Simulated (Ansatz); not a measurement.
A single-point calculation of fluorite CaF2 with Ansatz 0.2.0, at the level PBE. The cell was relaxed with r2SCAN and then strained (isotropic -1.0 % on every length), with the atoms relaxed again with r2SCAN; k points keep the names of the unstrained zone.

```yaml
crystal:
  lattice:
    - [0.0, 2.6923970441, 2.6923970441]
    - [2.6923970441, 0.0, 2.6923970441]
    - [2.6923970441, 2.6923970441, 0.0]
  atoms:
    - { symbol: Ca, position: [0.0, 0.0, 0.0] }
    - { symbol: F, position: [0.25, 0.25, 0.25] }
    - { symbol: F, position: [0.75, 0.75, 0.75] }
kpoints:
  mp_grid: { grid: [8, 8, 8] }
  band_path:
    path:
      - [0.0, 0.0, 0.0]
      - [0.5, 0.0, 0.5]
      - [0.625, 0.25, 0.625]
      - [0.375, 0.375, 0.75]
      - [0.5, 0.5, 0.5]
      - [0.5, 0.25, 0.75]
    npoints: 1
hamiltonian:
  xc: pbe
scf:
  occupations: { method: fermi_dirac, width: 0.02 }
  n_extra_bands: 4
output:
  forces: true
  stress: true
  eigenvalues: true
```

Some lines of the output have been replaced by numbered gaps.
```
Pseudopotential: Ca, paw, valence charge 10, recommended cutoff 420 eV (normal)
Pseudopotential: F, paw, valence charge 7, recommended cutoff 420 eV (normal)
Functional definition: PBE
Crystal: 3 atoms, lattice volume = 39.034 Å³
Basis set: ecut = 420 eV, 749 PW (Γ)
Bands: 16, of which v1, the nominal top of the filled ones, is band 12 counted from 1 (11 counted from 0)
Symmetry: 48 space group operations
Space group: Fm-3m (ITA 225)
k-points: 29 of 512
SCF converged after 6 iterations
Free energy (F): -3439.758953 eV
[1]
--- Per-component energies (eV) ---
  E_band       = -175.761815
  E_kinetic    = 695.645681
  E_local      = -1753.916396
  E_nonlocal   = 210.365129
  E_hartree    = 624.242062
  E_xc         = -299.463757
  E_vxc        = -379.197740
  E_paw        = -1259.826231
  E_vpaw       = -197.139143
  E_ewald      = -1656.809530
--- Stress (GPa, compression-positive) ---
        6.289742       0.000000       0.000000
        0.000000       6.289742       0.000000
        0.000000       0.000000       6.289742
  P = ⅓ Tr σ = 6.2897 GPa (62.897 kbar)
--- Band table (eV; the first three rows and the last of 29) ---
[2]
```

The rows of the band table are 0: (0, 0, 0) = Γ, 1: (0, 0, 1/8), 2: (0, 0, 1/4), 28: (1/4, -1/2, -1/4) = W.

Q: Fill in the blanks. They hold the Fermi energy and the band table.

A:
```
[1]
Fermi energy:    7.544196 eV
[2]
  k-point 0: bands = […, 1.5090, 1.5090, 1.5090, 3.4865, 3.4865, 3.4865, 11.3087, 13.0861, 13.0861, 15.3169]
  k-point 1: bands = […, 1.5839, 1.5839, 1.6485, 3.2983, 3.4114, 3.4114, 11.7160, 13.1231, 13.1231, 15.1572]
  k-point 2: bands = […, 1.7803, 1.7803, 1.9810, 2.9028, 3.2205, 3.2205, 12.6220, 13.2098, 13.2098, 14.9101]
  k-point 28: bands = […, 1.3877, 1.5254, 2.6642, 2.6642, 3.4509, 3.6522, 12.3354, 13.7109, 13.9499, 13.9499]
```
Only the leading digits can be foreseen; the rest is this run's record.

With PBE the valence top lies at X and the conduction bottom at Γ, 7.56 eV higher; the smallest vertical gap, at Γ, is 7.82 eV. The mean pressure is +6.29 GPa (compression positive), so PBE would enlarge the cell's volume.

Run as `ansatz run input.yaml --threads 2 --pin off --max-ram 2211MiB --backend cpu --events-out ev --progress --plain --runs-dir out`.

Spin-unpolarised throughout; all numbers are computed.
